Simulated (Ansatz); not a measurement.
# Os (P6_3/mmc) in Ansatz: a series of runs

Runs on Os. Level: LC-wPBE. Tasks: single point, equation of state.

Everything below comes from runs of Ansatz 0.2.0. Logs are shortened: lines on timing, memory, paths and dates and some standing lists are left out, and cuts for length are marked.

## (1) The structure

The structure is hexagonal, space group P6_3/mmc (No. 194). The conventional cell has a = 2.734 Å, b = 2.734 Å, c = 4.320 Å, α = 90.00°, β = 90.00°, γ = 120.00°. Around Os (site symmetry -6m2) lie 12 Os at 2.68 to 2.73 Å.

## (2) Single point, LC-wPBE, 13.14 Å³/atom (volume scaled by 0.94)

File input.yaml:

```yaml
crystal:
  lattice:
    - [2.6782863798, 0.0, 0.0]
    - [-1.3391431899, 2.3194640436, 0.0]
    - [0.0, 0.0, 4.2315181138]
  atoms:
    - { symbol: Os, position: [0.6666666667, 0.3333333333, 0.75] }
    - { symbol: Os, position: [0.3333333333, 0.6666666667, 0.25] }
hamiltonian:
  xc: lc_wpbe
  pseudopotentials: { kind: paw }
kpoints:
  mp_grid: { grid: [6, 6, 3] }
scf:
  occupations: { method: fermi_dirac, width: 0.05 }
output:
  forces: true
  stress: true
  eigenvalues: true
  write_density: true
  write_potential: true
  elf: true
  volumetric_format: npy
```

Potentials or basis: Ansatz PAW.

On the command line:

```
$ ansatz run input.yaml --threads 2 --pin off --max-ram 5632MiB --backend cpu --events-out ev --progress --plain --runs-dir out
```

What it wrote:

```text
Warning: output.stress: scf.convergence.dr2_threshold = 1e-7 eV (the SCF's general default) is looser than the 2e-10 eV advised for a printed stress (1e-10 eV for each atom of the cell: 2). What an SCF threshold leaves in a stress goes as its square root, and in the free energy as the threshold itself, and one threshold admits the most on a small cell: of the crystals measured, under no hybrid functional and no lock of the moments, on runs that ended without the residual-converged pass, on stresses that held no estimate of that error, the worst erred by over 100 MPa in a component at 1e-7 eV an atom and by under 5 at 1e-10. Set scf.convergence.dr2_threshold to 2e-10 eV or tighter. The threshold is an SCF's pass mark: one that does not reach it within its budget of iterations ends unconverged, or closes short of it on a stop that the run arms, and scf.convergence.dr2_threshold's page says what that costs each kind of run
Warning: output.stress: scf.exx.energy_threshold = 1e-6 eV is looser than the 2e-8 eV advised for a stress under a hybrid functional (1e-8 eV for each atom of the cell: 2). Every SCF of the exchange loop can meet its threshold on dr2 while the loop round them stops early: no threshold on dr2 bounds what that leaves in the stress. Set scf.exx.energy_threshold to 2e-8 eV or tighter. The threshold is the loop's pass mark: a loop that does not reach it within its budget of cycles ends unconverged, and scf.exx.energy_threshold's page has the law
Warning: RAYON_NUM_THREADS=2 ignored (pool sized by the plan → 2); use --threads N
Engine: ansatz 0.2.0, aarch64-unknown-linux-gnu
Pseudopotentials: kind: paw
Pseudopotential: Os, paw, valence charge 16, recommended cutoff 420 eV (normal), Os.paw.azcp
Functional definition: LC-wPBE
  parameter omega = 0.4/bohr
  exchange = pbe_x_sr(omega) + exact_x_lr(omega)
  correlation = pbe_c
Crystal: 2 atoms, lattice volume = 26.287 Å³
Basis set: ecut = 420 eV, 537 PW (Γ), exchange–correlation on 36×36×60 points (8 copies of the dense FFT grid, shifted against one another)
Bands: 20, of which v1, the nominal top of the filled ones, is band 16 counted from 1 (15 counted from 0)
Symmetry: 24 space group operations
Space group: P63/mmc (ITA 194), of the structure as read, at distance tolerance 3.0e-5 Å
k-points: 14 of 108
Non-local potential: Os, projectors of the file, l = 0: 3, l = 1: 2, l = 2: 2, l = 3: 1
PAW form: soft (Blöchl's): semilocal exchange-correlation on the pseudo side does not see the compensation charge
PAW frozen core: Os, regenerated for the run's functional, and the local potential with it (the file was generated under x = pbe(κ = 0.804, μ = 0.2195149727645171), c = pbe(β = 0.06672455060314922))
PAW one-centre angular grid: Os, 590 points (default); XC on 64 Gauss nodes
Initial density: superposition of atomic densities (neutral atoms: chi_scale 0, normalization atom), corrected by the library's trained network
Initial wavefunctions: pseudopotential atomic-orbital guess
Functional: x = pbe(κ = 0.804, μ = 0.2195149727645171), c = pbe(β = 0.06672455060314922), warm-up for x = pbe(κ = 0.804, μ = 0.2195149727645171) + 1 (exact − pbe) at long range (ω = 0.7558904498503081 Å⁻¹), c = pbe(β = 0.06672455060314922)
SCF iter   1: F=—  HF=-22768.693963 eV  |F-HF|=—  |Δ(HF+E_count)|=         —  Δρ=1.21e-2  dr2=8.79e-3  ethr=1.77e-3  ⟨swp⟩=5.1  Hψ=1026  notcnv=0
preconditioner: auto → none  [metal: Δε(μ)=0.098 eV  Ē_g=7.437 eV  σ=0.050 eV  W_gap=0.44  n_scr=8 (ndim 8)  ℏωp=29.0 eV  f_vac=0.000  D(μ)=1.18/eV (n_scr^D=8)  sad-step TF]
SCF iter   2: F=—  HF=-22768.696797 eV  |F-HF|=—  |Δ(HF+E_count)|=   2.83e-3  Δρ=6.99e-3  dr2=3.11e-3  ethr=2.75e-5  ⟨swp⟩=2.1  Hψ=518  notcnv=0
iter 3 solved again at ethr=1.12e-8 eV; its pass at ethr=9.72e-6 eV (dr2=3.59e-6 eV) is discarded
SCF iter   3: F=—  HF=-22768.698184 eV  |F-HF|=—  |Δ(HF+E_count)|=   1.39e-3  Δρ=2.81e-4  dr2=5.26e-6  ethr=1.12e-8  ⟨swp⟩=4.0  Hψ=1273  notcnv=0
eigensolver tolerance schedule calibrated: the retry pair's looser diagonalisation under-reported the residual by θ = 0.32 (0.11/decade); ethr = c·dr2/N_el runs at the constant in force after the calibration composes with the one it found (an armed cap, an earlier calibration), c = 8.6e-2
SCF iter   4: F=—  HF=-22768.698187 eV  |F-HF|=—  |Δ(HF+E_count)|=   3.01e-6  Δρ=7.12e-5  dr2=1.12e-6  ethr=1.12e-8  ⟨swp⟩=3.1  Hψ=718  notcnv=0
SCF iter   5: F=—  HF=-22768.698186 eV  |F-HF|=—  |Δ(HF+E_count)|=   4.58e-7  Δρ=1.23e-5  dr2=7.35e-9  ethr=3.02e-9  ⟨swp⟩=3.0  Hψ=689  notcnv=0
SCF iter   6: F=-22768.698186 eV  HF=-22768.698186 eV  |F-HF|=8.00e-11  |Δ(HF+E_count)|=   9.79e-9  Δρ=1.06e-6  dr2=1.34e-10  ethr=1.97e-11  ⟨swp⟩=3.0  Hψ=660  notcnv=0
SCF 1 converged in 6 iterations: F = -22768.698186 eV  dr2 = 1.34e-10
Initial density: handed on by an earlier stage of this run
Initial wavefunctions: those handed on with the density
Functional: x = pbe(κ = 0.804, μ = 0.2195149727645171) + 1 (exact − pbe) at long range (ω = 0.7558904498503081 Å⁻¹), c = pbe(β = 0.06672455060314922)
Exchange kernel: α = 0.0000 at short range, 1.0000 at long range (ω = 0.7559 Å⁻¹), several ranges, Wigner–Seitz truncation, v(0) = 6807.9190 eV·Å³, q-mesh 6×6×3, nearest image of the exchange supercell L = 12.69 Å, pair-density grid 15×15×24, without the augmentation charges, whose exchange is taken in its separable form by FFT convolution over the k-point mesh (sized by the pseudopotential files, none under that of scf.exx.ecutfock_ratio: 2, 16×16×30 at the most), smooth part of the exact exchange by density-matrix convolution
Frozen-core exchange: fock
iter 1 solved again at ethr=1.92e-4 eV; its pass at ethr=1.00e-1 eV (dr2=7.14e-2 eV) is discarded
SCF iter   1: F=—  HF=-22746.448161 eV  |F-HF|=—  |Δ(HF+E_count)|=         —  Δρ=1.75e-2  dr2=1.05e-1  ethr=1.92e-4  ⟨swp⟩=3.0  Hψ=1162  notcnv=0
preconditioner: auto → none  [insulator: Δε(μ)=1.321 eV  Ē_g=13.550 eV  σ=0.050 eV  W_gap=0.83  n_scr=8 (ndim 8)  ℏωp=29.0 eV  f_vac=0.000  D(μ)=0.31/eV (n_scr^D=0)]
[... 31 lines left out ...]
SCF iter   5: F=—  HF=-22746.509014 eV  |F-HF|=—  |Δ(HF+E_count)|=   6.63e-5  Δρ=1.07e-4  dr2=8.94e-6  ethr=9.86e-11  ⟨swp⟩=4.2  Hψ=863  notcnv=0
SCF iter   6: F=—  HF=-22746.509014 eV  |F-HF|=—  |Δ(HF+E_count)|=   2.75e-7  Δρ=1.64e-6  dr2=7.90e-6  ethr=9.86e-11  ⟨swp⟩=3.0  Hψ=737  notcnv=0
Mixer restart at iter 6: flushing history
SCF iter   7: F=—  HF=-22746.509033 eV  |F-HF|=—  |Δ(HF+E_count)|=   1.94e-5  Δρ=6.22e-5  dr2=2.91e-6  ethr=1.16e-12 (applied; sched 1.01e-12)  ⟨swp⟩=5.0  Hψ=1056  notcnv=0
SCF iter   8: F=—  HF=-22746.509038 eV  |F-HF|=—  |Δ(HF+E_count)|=   5.30e-6  Δρ=3.99e-5  dr2=1.34e-6  ethr=1.04e-12 (applied; sched 1.01e-12)  ⟨swp⟩=5.0  Hψ=947  notcnv=0
SCF iter   9: F=—  HF=-22746.509041 eV  |F-HF|=—  |Δ(HF+E_count)|=   2.95e-6  Δρ=1.61e-5  dr2=2.30e-7  ethr=1.11e-12 (applied; sched 1.01e-12)  ⟨swp⟩=5.0  Hψ=994  notcnv=0
SCF iter  10: F=-22746.509042 eV  HF=-22746.509042 eV  |F-HF|=1.82e-11  |Δ(HF+E_count)|=   6.09e-7  Δρ=5.56e-7  dr2=3.79e-10  ethr=1.01e-12 (applied; sched 1.01e-12)  ⟨swp⟩=4.9  Hψ=923  notcnv=0
SCF 5 converged in 10 iterations: F = -22746.509042 eV  dr2 = 3.79e-10
  Residual-converged pass: ⟨swp⟩=1.4  Hψ=290  notcnv=0  max |occ|·‖R‖ = 2.4e-6 eV (tolerance 2.4e-6 eV)  dr2=3.79e-10  dr2_onsite=1.56e-12  max |Δocc| = 1.1e-21
hybrid outer 4: dexx = +5.039e-4 eV, tail = 3.72e-5 eV, Δε = 3.50e-2 eV (about 1.44e-2 eV left of the loop's levels)
Exchange kernel: α = 0.0000 at short range, 1.0000 at long range (ω = 0.7559 Å⁻¹), several ranges, Wigner–Seitz truncation, v(0) = 6807.9190 eV·Å³, q-mesh 6×6×3, nearest image of the exchange supercell L = 12.69 Å, pair-density grid 15×15×24, without the augmentation charges, whose exchange is taken in its separable form by FFT convolution over the k-point mesh (sized by the pseudopotential files, none under that of scf.exx.ecutfock_ratio: 2, 16×16×30 at the most), smooth part of the exact exchange by density-matrix convolution
Frozen-core exchange: fock
SCF iter   1: F=—  HF=-22746.509045 eV  |F-HF|=—  |Δ(HF+E_count)|=         —  Δρ=3.04e-6  dr2=5.63e-9  ethr=3.77e-9  ⟨swp⟩=3.1  Hψ=644  notcnv=0
preconditioner: auto → none  [insulator: Δε(μ)=1.205 eV  Ē_g=13.573 eV  σ=0.050 eV  W_gap=0.83  n_scr=8 (ndim 8)  ℏωp=29.0 eV  f_vac=0.000  D(μ)=0.31/eV (n_scr^D=0)]
SCF iter   2: F=-22746.509045 eV  HF=-22746.509045 eV  |F-HF|=2.58e-10  |Δ(HF+E_count)|=   1.38e-8  Δρ=2.15e-6  dr2=1.90e-9  ethr=1.89e-12  ⟨swp⟩=3.3  Hψ=680  notcnv=0
SCF 6 converged in 2 iterations: F = -22746.509045 eV  dr2 = 1.90e-9
  Residual-converged pass: ⟨swp⟩=1.8  Hψ=315  notcnv=0  max |occ|·‖R‖ = 2.4e-6 eV (tolerance 2.4e-6 eV)  dr2=1.90e-9  dr2_onsite=2.93e-11  max |Δocc| = 1.7e-19
hybrid outer 5: dexx = +2.519e-8 eV, tail = 4.69e-9 eV, Δε = 1.80e-4 eV (about 4.41e-5 eV left of the loop's levels), ΔF = 5.55e-17 eV/Å (tail 2.28e-17)
hybrid SCF converged: 5 outer / 24 inner (+6 warm-up), last move |dexx| = 2.52e-8 eV, tail = 4.69e-9 eV
Stability not checked: this state was not tested for a lower state beside it, because the functional holds exact exchange (a hybrid, or Hartree-Fock), whose exchange loop this test does not read (fock_operator; see scf.lower_state_search)
Free energy (F): -22746.509045 eV
Frozen-core exchange: fock
Harris-Foulkes:  -22746.509045 eV  (|F-HF|=2.58e-10)
Internal energy: -22746.506542 eV  (E = F + TS)
E sigma→0 (E₀):  -22746.507793 eV
Entropy (-TS):   -0.002503 eV (-1.252 meV/atom)
Fermi energy:    27.309742 eV
--- Per-component energies (eV) ---
  E_band       = -232.847949
  E_kinetic    = 1126.113179
  E_local      = -1428.981879  (includes V_loc(G=0)·N_el)
  E_nonlocal   = -4.621811
  E_hartree    = 608.267067
  E_xc         = -364.002039
  E_vxc        = -418.376150  (∫ρ·V_xc dr)
  E_exx        = -166.165316  (= α·E_x^exact, valence–valence)
  E_paw        = -18006.453379  (= ΣΔE_a)
  E_vpaw       = -391.184802  (= ΣTr[D̂ρ^β])
  E_aug_tail   = -0.000120  (compensation charges beyond the density's cutoff)
  E_ewald      = -4510.660414
  E_core_change = -0.001829  (= ΣΔE_core)
  E_smearing   = -0.002503  (= −TS)
  E_closure    = -0.000000  (closes the sum)
  Σ components = -22746.509045   (vs F -22746.509045, Δ=0.00e0)
--- Forces (eV/Å), atoms counted from 1 ---
  atom   1  Os     0.00000000    -0.00000000     0.00000000
  atom   2  Os     0.00000000     0.00000000     0.00000000
  max |Σ_I F_I| component: 0.00e0 eV/Å
--- Stress (GPa, compression-positive) ---
       17.309636       0.000000       0.000000
       -0.000000      17.309636       0.000000
        0.000000       0.000000       6.235972
  P = ⅓ Tr σ = 13.6184 GPa (136.184 kbar)
--- Band table (eV; the first three rows and the last of 14) ---
  k-point 0: bands = ["-65.2346", "-65.0742", "-25.2070", "-23.6649", "-23.6649", "-23.4005", "-23.4005", "-23.2977", "10.7106", "14.5336", "20.9616", "20.9616", "21.6988", "22.0929", "22.0929", "23.0451", "23.0451", "25.0397", "32.0444", "32.0444"]
  k-point 1: bands = ["-65.1950", "-65.1137", "-24.7630", "-23.8223", "-23.6044", "-23.6044", "-23.4597", "-23.4597", "12.4247", "14.6283", "20.3010", "20.3010", "21.0165", "21.0524", "21.0524", "21.8489", "26.1857", "26.1857", "31.6856", "31.6856"]
  k-point 2: bands = ["-65.2045", "-65.0635", "-25.0524", "-23.9866", "-23.7700", "-23.7162", "-23.4427", "-23.3893", "12.1766", "15.7277", "19.3803", "20.7857", "21.3029", "22.0936", "22.9055", "23.2487", "24.0258", "24.0327", "32.5500", "36.4293"]
  k-point 13: bands = ["-65.0639", "-65.0639", "-24.7463", "-24.7463", "-24.5454", "-24.2535", "-23.7245", "-23.7245", "17.1667", "17.2316", "17.2316", "18.8624", "20.5802", "20.5802", "23.2192", "25.2739", "32.1519", "32.1519", "38.7379", "38.7379"]
```

Wall time 13 s (2 threads of Arm Neoverse V1, shared host); peak memory 0.6 GiB.

Results:

```yaml
Free_energy: -22746.5090 eV
Pressure: 13.6 GPa
Band_gap_on_the_k_mesh: none (metal or under the smearing width)
```

Caveat: the k mesh is coarse (spacing up to 0.49 Å⁻¹), so the values aren't converged, least of all with exact exchange; the PAW data sets come from PBE, with cores solved anew for the run's functional, which leaves a small shift of forces and pressure; the thresholds are loose for stress.

## (3) Single point, LC-wPBE, 13.42 Å³/atom (volume scaled by 0.96)

input.yaml, as its differences from that of step 2:

```diff
@@ -2,5 +2,5 @@
   lattice:
-    - [2.6782863798, 0.0, 0.0]
-    - [-1.3391431899, 2.3194640436, 0.0]
-    - [0.0, 0.0, 4.2315181138]
+    - [2.697148173, 0.0, 0.0]
+    - [-1.3485740865, 2.3357988356, 0.0]
+    - [0.0, 0.0, 4.261318519]
   atoms:
@@ -19,5 +19 @@
   eigenvalues: true
-  write_density: true
-  write_potential: true
-  elf: true
-  volumetric_format: npy
```

Potentials or basis: Ansatz PAW.

On the command line:

```
$ ansatz run input.yaml --threads 2 --pin off --max-ram 5632MiB --backend cpu --events-out ev --progress --plain --runs-dir out
```

Run time: 13 s. Hardware: 2 threads of Arm Neoverse V1, shared host; peak memory 0.61 GiB.

The run converged. Its results:

* Free energy: -22746.5359 eV
* Pressure: 2.0 GPa
* Band gap on the k mesh: none (metal or under the smearing width)

Caveat: the k mesh is coarse (spacing up to 0.49 Å⁻¹), so the values aren't converged, least of all with exact exchange; the PAW data sets come from PBE, with cores solved anew for the run's functional, which leaves a small shift of forces and pressure; the thresholds are loose for stress.

## (4) Single point, LC-wPBE, 13.70 Å³/atom (volume scaled by 0.98)

input.yaml, as its differences from that of step 3:

```diff
@@ -2,5 +2,5 @@
   lattice:
-    - [2.697148173, 0.0, 0.0]
-    - [-1.3485740865, 2.3357988356, 0.0]
-    - [0.0, 0.0, 4.261318519]
+    - [2.7157497827, 0.0, 0.0]
+    - [-1.3578748913, 2.3519083021, 0.0]
+    - [0.0, 0.0, 4.2907078513]
   atoms:
@@ -19 +19,5 @@
   eigenvalues: true
+  write_density: true
+  write_potential: true
+  elf: true
+  volumetric_format: npy
```

On the command line:

```
$ ansatz run input.yaml --threads 2 --pin off --max-ram 5632MiB --backend cpu --events-out ev --progress --plain --runs-dir out
```

It took 13 s on 2 threads of Arm Neoverse V1, shared host; peak memory 0.61 GiB.

The run converged. Its results:

| Quantity | Value |
| --- | --- |
| Free energy | -22746.5242 eV |
| Pressure | -8.4 GPa |
| Band gap on the k mesh | none (metal or under the smearing width) |

Caveat: the k mesh is coarse (spacing up to 0.49 Å⁻¹), so the values aren't converged, least of all with exact exchange; the PAW data sets come from PBE, with cores solved anew for the run's functional, which leaves a small shift of forces and pressure; the thresholds are loose for stress.

## (5) Single point, LC-wPBE, 13.98 Å³/atom

input.yaml, as its differences from that of step 4:

```diff
@@ -2,5 +2,5 @@
   lattice:
-    - [2.7157497827, 0.0, 0.0]
-    - [-1.3578748913, 2.3519083021, 0.0]
-    - [0.0, 0.0, 4.2907078513]
+    - [2.7341, 0.0, 0.0]
+    - [-1.36705, 2.3678000565, 0.0]
+    - [0.0, 0.0, 4.3197]
   atoms:
@@ -19,5 +19 @@
   eigenvalues: true
-  write_density: true
-  write_potential: true
-  elf: true
-  volumetric_format: npy
```

On the command line:

```
$ ansatz run input.yaml --threads 2 --pin off --max-ram 5632MiB --backend cpu --events-out ev --progress --plain --runs-dir out
```

It took 13 s on 2 threads of Arm Neoverse V1, shared host; peak memory 0.64 GiB.

The run converged. Its results:

```yaml
Free_energy: -22746.4783 eV
Pressure: -17.7 GPa
Band_gap_on_the_k_mesh: none (metal or under the smearing width)
```

Caveat: the k mesh is coarse (spacing up to 0.48 Å⁻¹), so the values aren't converged, least of all with exact exchange; the PAW data sets come from PBE, with cores solved anew for the run's functional, which leaves a small shift of forces and pressure; the thresholds are loose for stress.

## (6) Single point, LC-wPBE, 14.26 Å³/atom (volume scaled by 1.02)

input.yaml, as its differences from that of step 5:

```diff
@@ -2,5 +2,5 @@
   lattice:
-    - [2.7341, 0.0, 0.0]
-    - [-1.36705, 2.3678000565, 0.0]
-    - [0.0, 0.0, 4.3197]
+    - [2.7522071502, 0.0, 0.0]
+    - [-1.3761035751, 2.3834813086, 0.0]
+    - [0.0, 0.0, 4.3483081185]
   atoms:
```

Potentials or basis: Ansatz PAW.

On the command line:

```
$ ansatz run input.yaml --threads 2 --pin off --max-ram 5632MiB --backend cpu --events-out ev --progress --plain --runs-dir out
```

It took 13 s on 2 threads of Arm Neoverse V1, shared host; peak memory 0.64 GiB.

The run converged. Its results:

| Quantity | Value |
| --- | --- |
| Free energy | -22746.4018 eV |
| Pressure | -26.0 GPa |
| Band gap on the k mesh | none (metal or under the smearing width) |

Caveat: the k mesh is coarse (spacing up to 0.48 Å⁻¹), so the values aren't converged, least of all with exact exchange; the PAW data sets come from PBE, with cores solved anew for the run's functional, which leaves a small shift of forces and pressure; the thresholds are loose for stress.

## (7) Single point, LC-wPBE, 14.54 Å³/atom (volume scaled by 1.04)

input.yaml, as its differences from that of step 6:

```diff
@@ -2,5 +2,5 @@
   lattice:
-    - [2.7522071502, 0.0, 0.0]
-    - [-1.3761035751, 2.3834813086, 0.0]
-    - [0.0, 0.0, 4.3483081185]
+    - [2.770079126, 0.0, 0.0]
+    - [-1.385039563, 2.3989588936, 0.0]
+    - [0.0, 0.0, 4.3765446767]
   atoms:
@@ -19 +19,5 @@
   eigenvalues: true
+  write_density: true
+  write_potential: true
+  elf: true
+  volumetric_format: npy
```

On the command line:

```
$ ansatz run input.yaml --threads 2 --pin off --max-ram 5632MiB --backend cpu --events-out ev --progress --plain --runs-dir out
```

Run time: 14 s. Hardware: 2 threads of Arm Neoverse V1, shared host; peak memory 0.65 GiB.

It converged, with:

* Free energy: -22746.2981 eV
* Pressure: -33.3 GPa
* Band gap on the k mesh: none (metal or under the smearing width)

Caveat: the k mesh is coarse (spacing up to 0.48 Å⁻¹), so the values aren't converged, least of all with exact exchange; the PAW data sets come from PBE, with cores solved anew for the run's functional, which leaves a small shift of forces and pressure; the thresholds are loose for stress.

## (8) Single point, LC-wPBE, 14.82 Å³/atom (volume scaled by 1.06)

input.yaml, as its differences from that of step 7:

```diff
@@ -2,5 +2,5 @@
   lattice:
-    - [2.770079126, 0.0, 0.0]
-    - [-1.385039563, 2.3989588936, 0.0]
-    - [0.0, 0.0, 4.3765446767]
+    - [2.7877234178, 0.0, 0.0]
+    - [-1.3938617089, 2.4142392985, 0.0]
+    - [0.0, 0.0, 4.404421509]
   atoms:
@@ -19,5 +19 @@
   eigenvalues: true
-  write_density: true
-  write_potential: true
-  elf: true
-  volumetric_format: npy
```

On the command line:

```
$ ansatz run input.yaml --threads 2 --pin off --max-ram 5632MiB --backend cpu --events-out ev --progress --plain --runs-dir out
```

Wall time 15 s (2 threads of Arm Neoverse V1, shared host); peak memory 0.65 GiB.

The run converged. Its results:

- Free energy: -22746.1701 eV
- Pressure: -39.9 GPa
- Band gap on the k mesh: none (metal or under the smearing width)

Caveat: the k mesh is coarse (spacing up to 0.48 Å⁻¹), so the values aren't converged, least of all with exact exchange; the PAW data sets come from PBE, with cores solved anew for the run's functional, which leaves a small shift of forces and pressure; the thresholds are loose for stress.

## (9) Equation of state, LC-wPBE

Potentials or basis: Ansatz PAW.

This step only gathers the single runs of the series.

Results:

| Quantity | Value |
| --- | --- |
| Equilibrium volume | 13.47 Å³/atom |
| Bulk modulus at fixed shape and positions | 520 GPa |
| Pressure derivative of the bulk modulus | 4.6 |

Energy against volume, from the lowest point:
| volume (Å³/atom) | energy (meV/atom) |
| --- | --- |
| 13.143 | 13.45 |
| 13.423 | 0.00 |
| 13.703 | 5.85 |
| 13.982 | 28.83 |
| 14.262 | 67.07 |
| 14.542 | 118.92 |
| 14.821 | 182.91 |

Caveat: the k mesh is coarse (spacing up to 0.48 Å⁻¹), so the values aren't converged, least of all with exact exchange; the cell was scaled at fixed shape and fractional positions, which overstates the stiffness of a crystal with free parameters, most of all of layers and chains; the PAW data sets were made with another functional, which shifts forces and pressure a little. The run has no spin-orbit coupling, so splittings on Os are missing.
